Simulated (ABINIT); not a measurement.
# Si2W (I4/mmm) in ABINIT: further runs

Aim: see how the results for Si2W move with the level of theory and the settings. Levels: LDA, PBEsol, PBE, PBE+D3, PBE+D3(BJ). Tasks: relaxation of cell and atoms.

All numbers are computed with ABINIT 10.8.3 (patched build); they aren't measurements. Logs are shortened: lines on timing, memory, paths and dates and some standing lists are left out, and cuts for length are marked. The log counts tension as positive stress, the text compression.

## Step 1: The structure

Symmetry: I4/mmm, No. 139, tetragonal system. Conventional cell: a = 3.214 Å, b = 3.214 Å, c = 7.830 Å, α = 90.00°, β = 90.00°, γ = 90.00°. Around W (site symmetry 4/mmm) lie 10 Si at 2.62 Å. Si (site symmetry 4mm) is surrounded by 5 Si at 2.59 to 2.63 Å and 5 W at 2.62 Å.

## Step 2: Relaxation of cell and atoms, LDA

Input file run.abi:

```
# Pseudopotentials
pp_dirpath "./"
pseudos "W.LDA_PW-JTH.xml, Si.LDA_PW-JTH.xml"

# Structure
acell 3*1.0 Angstrom
rprim
    -1.6069000000     1.6069000000     3.9149500000
     1.6069000000    -1.6069000000     3.9149500000
     1.6069000000     1.6069000000    -3.9149500000
ntypat 2
znucl 74 14
natom 3
typat 1 2 2
xred
     0.0000000000     0.0000000000     0.0000000000
     0.6653000000     0.6653000000     0.0000000000
     0.3347000000     0.3347000000     0.0000000000
chkprim 0
chksymtnons 0
tolsym 1.0e-6

# Plane-wave basis
ecut 435.382180 eV
pawecutdg 32.0

# k points
kptopt 1
ngkpt 12 12 12
nshiftk 1
shiftk 0.0 0.0 0.0

# Exchange and correlation
ixc 7

# Bands and occupations
nband 15
occopt 3
tsmear 0.05 eV

# SCF cycle
nstep 100
tolvrs 1.0e-9

# Output
iomode 3
prtwf 0
prtden 0
prteig 0
prtebands 0

# Relaxation
ionmov 2
ntime 60
tolmxf 0.0002
optcell 2
dilatmx 1.08
ecutsm 0.5
```

Potentials or basis: JTH PAW LDA v2.0.

On the command line:

```
> abinit run.abi > log 2>&1
```

run.abo:

```text
.Version 10.8.3 of ABINIT
 Symmetries : space group I4/m m m (#139); Bravais tI (body-center tetrag.)
================================================================================
 Values of the parameters that define the memory need of the present run
     intxc =       0    ionmov =       2      iscf =      17    lmnmax =      18
     lnmax =       6     mgfft =      36  mpssoang =       3    mqgrid =    3001
     natom =       3  nloc_mem =       2    nspden =       1   nspinor =       1
    nsppol =       1      nsym =      16    n1xccc =       1    ntypat =       2
    occopt =       3   xclevel =       1
       mpw =        1076          nfft =       46656          nkpt =         163
 PAW method is used; the additional fine FFT grid is defined by:
   mgfftf=        48    nfftf =    110592
================================================================================
================================================================================

--------------------------------------------------------------------------------
------------- Echo of variables that govern the present computation ------------
--------------------------------------------------------------------------------
 -outvars: echo values of preprocessed input variables --------
            acell      1.8897261259E+00  1.8897261259E+00  1.8897261259E+00 Bohr
              amu      1.83850000E+02  2.80855000E+01
          chkprim           0
      chksymtnons           0
          dilatmx      1.08000000E+00
             ecut      1.60000000E+01 Hartree
           ecutsm      5.00000000E-01 Hartree
           ionmov           2
                       outvar_i_n : Printing only first  50 k-points.
              ixc           7
                       outvar_i_n : Printing only first  50 k-points.
         kptrlatt       12    0    0      0   12    0      0    0   12
          kptrlen      7.28784219E+01
            natom           3
            nband          15
            ngfft          36      36      36
          ngfftdg          48      48      48
             nkpt         163
            nstep         100
             nsym          16
            ntime          60
           ntypat           2
                       prtocc : prtvol=0, do not print more k-points.
           occopt           3
          optcell           2
        pawecutdg      3.20000000E+01 Hartree
           prtden           0
        prtebands           0
           prteig           0
            prtwf           0
            rprim     -1.6069000000E+00  1.6069000000E+00  3.9149500000E+00
                       1.6069000000E+00 -1.6069000000E+00  3.9149500000E+00
                       1.6069000000E+00  1.6069000000E+00 -3.9149500000E+00
          spgroup         139
           tolmxf      2.00000000E-04
           tolsym      1.00000000E-06
           tolvrs      1.00000000E-09
           tsmear      1.83746611E-03 Hartree
            typat      1  2  2
           useylm           1
                       outvars : Printing only first  50 k-points.
           xangst      0.0000000000E+00  0.0000000000E+00  0.0000000000E+00
                      -3.8735518488E-17 -5.8426343193E-17  5.2092324700E+00
                      -3.4285571006E-17 -1.4594746301E-17  2.6206675300E+00
            xcart      0.0000000000E+00  0.0000000000E+00  0.0000000000E+00
                      -7.3199521287E-17 -1.1040978717E-16  9.8440226945E+00
                      -6.4790339272E-17 -2.7580073386E-17  4.9523438988E+00
             xred      0.0000000000E+00  0.0000000000E+00  0.0000000000E+00
                       6.6530000000E-01  6.6530000000E-01 -3.0232703243E-17
                       3.3470000000E-01  3.3470000000E-01 -1.5209508155E-17
            znucl       74.00000   14.00000

================================================================================

 chkinp: Checking input parameters for consistency.

================================================================================
== DATASET  1 ==================================================================

--- !DatasetInfo
iteration_state: {dtset: 1, }
dimensions: {natom: 3, nkpt: 163, mband: 15, nsppol: 1, nspinor: 1, nspden: 1, mpw: 1076, }
cutoff_energies: {ecut:  16.0, pawecutdg:  32.0, }
electrons: {nelect:   2.20000000E+01, charge:   0.00000000E+00, occopt:   3.00000000E+00, tsmear:   1.83746611E-03, }
meta: {optdriver: 0, ionmov: 2, optcell: 2, iscf: 17, paral_kgb: 0, }
...

 Exchange-correlation functional for the present dataset will be:
  LDA: Perdew-Wang 92 LSD fit to Ceperley-Alder data - ixc=7
  J.P.Perdew and Y.Wang, PRB 45, 13244 (1992)

 Real(R)+Recip(G) space primitive vectors, cartesian coordinates (Bohr,Bohr^-1):
[... 34 lines left out ...]
--------------------------------------------------------------------------------

================================================================================

=== [ionmov= 2] Broyden-Fletcher-Goldfarb-Shanno method (forces)
================================================================================

--- Iteration: ( 1/60) Internal Cycle: (1/1)
--------------------------------------------------------------------------------

---SELF-CONSISTENT-FIELD CONVERGENCE--------------------------------------------
[... 537 lines left out ...]
 Difference of energy with previous step (new-old):
           Absolute (Ha)=-8.99925E-07
           Relative     =-1.16232E-08

 At Broyd/MD step   5, gradients are converged :
  max grad (force/stress) = 1.5377E-04 < tolmxf= 2.0000E-04 ha/bohr (free atoms)

================================================================================

 ----iterations are completed or convergence reached----

 Mean square residual over all n,k,spin=   19.958E-10; max=  34.563E-07
 reduced coordinates (array xred) for    3 atoms
       0.000000000000      0.000000000000      0.000000000000
       0.665348195212      0.665348195212     -0.000000000000
       0.334651804788      0.334651804788     -0.000000000000
 rms dE/dt=  9.2231E-04; max dE/dt=  1.1296E-03; dE/dt below (all hartree)
    1       0.000000000000     -0.000000000000     -0.000000000000
    2      -0.001129590672     -0.001129590672      0.001129590672
    3       0.001129590672      0.001129590672     -0.001129590672

 cartesian coordinates (angstrom) at end:
    1      0.00000000000000     0.00000000000000     0.00000000000000
    2      0.00000000000000    -0.00000000000000     5.17288016428449
    3      0.00000000000000    -0.00000000000000     2.60181615489491

 cartesian forces (hartree/bohr) at end:
    1      0.00000000000000     0.00000000000000     0.00000000000000
    2      0.00000000000000    -0.00000000000000     0.00015376900040
    3     -0.00000000000000     0.00000000000000    -0.00015376900040
 frms,max,avg= 7.2487402E-05 1.5376900E-04   0.000E+00  0.000E+00  0.000E+00 h/b

 cartesian forces (eV/Angstrom) at end:
    1      0.00000000000000     0.00000000000000     0.00000000000000
    2      0.00000000000000    -0.00000000000000     0.00790711991959
    3     -0.00000000000000     0.00000000000000    -0.00790711991959
 frms,max,avg= 3.7274521E-03 7.9071199E-03   0.000E+00  0.000E+00  0.000E+00 e/A
 length scales=  8.490117724012  8.490117724012  8.490117724012 bohr
              =  4.492776814383  4.492776814383  4.492776814383 angstroms
 Fermi (or HOMO) energy (hartree) =   0.40830   Average Vxc (hartree)=  -0.46680
 Eigenvalues (hartree) for nkpt= 163  k points:
 kpt#   1, nband= 15, wtk=  0.00058, kpt=  0.0000  0.0000  0.0000 (reduced coord)
  -2.30433   -0.99122   -0.98997   -0.98997   -0.11568    0.15063    0.27082    0.28015
   0.30092    0.30092    0.43076    0.51397    0.51814    0.52521    0.52521
      occupation numbers for kpt#   1
   2.00000    2.00000    2.00000    2.00000    2.00000    2.00000    2.00000    2.00000
   2.00000    2.00000    0.00001    0.00000    0.00000    0.00000    0.00000
 prteigrs : prtvol=0 or 1, do not print more k-points.

--- !EnergyTerms
iteration_state     : {dtset: 1, itime: 5, icycle: 1, }
comment             : Components of total free energy in Hartree
kinetic             :  1.03670606378723E+01
hartree             :  1.58454569742162E+01
xc                  : -1.26049873377481E+01
Ewald energy        : -6.31544924319104E+01
psp_core            :  4.47333057928034E+00
local_psp           : -3.90945859905488E+01
PAW spherical_terms :  6.74334692119837E+00
internal            : -7.74248706476401E+01
'-kT*entropy'       : -6.78473533775658E-05
total_energy        : -7.74249384949934E+01
total_energy_eV     : -2.10683990645859E+03
...

--- !EnergyTermsDC
iteration_state     : {dtset: 1, itime: 5, icycle: 1, }
comment             : '"Double-counting" decomposition of free energy'
band_energy         : -7.55206760705282E+00
Ewald energy        : -6.31544924319104E+01
psp_core            :  4.47333057928034E+00
xc_dc               : -2.04142039943891E+01
PAW spherical_terms :  9.22257094773569E+00
internal            : -7.74248625063363E+01
'-kT*entropy'       : -6.78473533775658E-05
total_energy_dc     : -7.74249303536897E+01
total_energy_dc_eV  : -2.10683968492243E+03
...

--- !EnergyTermsWithPAWCore
iteration_state     : {dtset: 1, itime: 5, icycle: 1, }
comment             : 'Components of total free energy, including PAW core contributions'
Total energy        : -1.67116869554784E+04
Total energy DC     : -1.67116869473371E+04
Total energy (eV)   : -4.54748168567445E+05
Total energy DC (eV): -4.54748168345908E+05
...

 rms coord change=  3.2130E-05   atom, delta coord (reduced):
     1        0.000000000000      0.000000000000      0.000000000000
     2        0.000048195212      0.000048195212      0.000000000000
     3       -0.000048195212     -0.000048195212     -0.000000000000

 Cartesian components of stress tensor (hartree/bohr^3)
  sigma(1 1)= -5.42802270E-07  sigma(3 2)=  0.00000000E+00
  sigma(2 2)= -5.42802270E-07  sigma(3 1)=  0.00000000E+00
  sigma(3 3)=  1.35886812E-06  sigma(2 1)=  0.00000000E+00

-Cartesian components of stress tensor (GPa)         [Pressure= -2.6799E-03 GPa]
- sigma(1 1)= -1.59697941E-02  sigma(3 2)=  0.00000000E+00
- sigma(2 2)= -1.59697941E-02  sigma(3 1)=  0.00000000E+00
- sigma(3 3)=  3.99792805E-02  sigma(2 1)=  0.00000000E+00

== END DATASET(S) ==============================================================
================================================================================

 -outvars: echo values of variables after computation  --------
            acell      8.4901177240E+00  8.4901177240E+00  8.4901177240E+00 Bohr
           etotal     -7.7424930354E+01
            fcart      2.1042402531E-20  2.9723663232E-21  9.0350181042E-21
                       3.4174907035E-20 -1.1000183485E-20  1.5376900040E-04
                      -5.5217309567E-20  8.0278171618E-21 -1.5376900040E-04
            rprim     -3.5450869460E-01  3.5450869460E-01  8.6524399502E-01
                       3.5450869460E-01 -3.5450869460E-01  8.6524399502E-01
                       3.5450869460E-01  3.5450869460E-01 -8.6524399502E-01
           strten     -5.4280227020E-07 -5.4280227017E-07  1.3588681237E-06
                       0.0000000000E+00  0.0000000000E+00  0.0000000000E+00
           xangst      1.1090982514E-19  4.6669169456E-20  4.3716647131E-20
                       1.4097802108E-16 -2.3722382523E-16  5.1728801643E+00
                       2.2791187644E-17 -7.1318592760E-17  2.6018161549E+00
             xred      2.0273638332E-20  4.0440496011E-20  4.9468255317E-20
                       6.6534819521E-01  6.6534819521E-01 -3.0214128637E-17
                       3.3465180479E-01  3.3465180479E-01 -1.5234048626E-17
 Calculation completed.
```

Run time: 11 min. Hardware: 1 thread of Arm Neoverse V2, shared host; peak memory 0.19 GiB.

What came out:

- Free energy: -2106.8397 eV
- Relaxed volume: 13.15 Å³/atom
- Relaxed cell: a = 4.493 Å, b = 4.493 Å, c = 4.493 Å, α = 138.47°, β = 138.47°, γ = 60.18°
- Space group after relaxing (to 0.05 Å): I4/mmm (No. 139)
- Energy gained by relaxing: 5.9 meV/atom
- Ionic steps: 5
- Pressure after relaxing: 0.0 GPa
- Largest force after relaxing: 0.008 eV/Å
- Band gap on the k mesh: none (metal or under the smearing width)
- Valence electrons inside the program's atomic spheres: W 11.95; Si 1.60

Forces in eV/Å, atoms in the order of the input:
```
W    0.000  0.000  0.000
Si   0.000  0.000  0.008
Si   0.000  0.000 -0.008
```

Step by step:
```csv
step,energy change (eV),largest force (eV/Å),pressure (GPa),volume (Å³)
1,0.0000,0.0495,-5.64,40.44
2,-0.0161,0.0069,-1.73,39.74
3,-0.0177,0.0252,0.05,39.44
4,-0.0178,0.0194,0.02,39.45
5,-0.0178,0.0079,0.00,39.45
```

Final structure:
```
CELL_PARAMETERS angstrom
-1.59273 1.59273 3.88735
1.59273 -1.59273 3.88735
1.59273 1.59273 -3.88735
ATOMIC_POSITIONS crystal
W 0.00000 0.00000 0.00000
Si 0.66535 0.66535 0.00000
Si 0.33465 0.33465 0.00000
```

(Continued in part 2 of 2.)
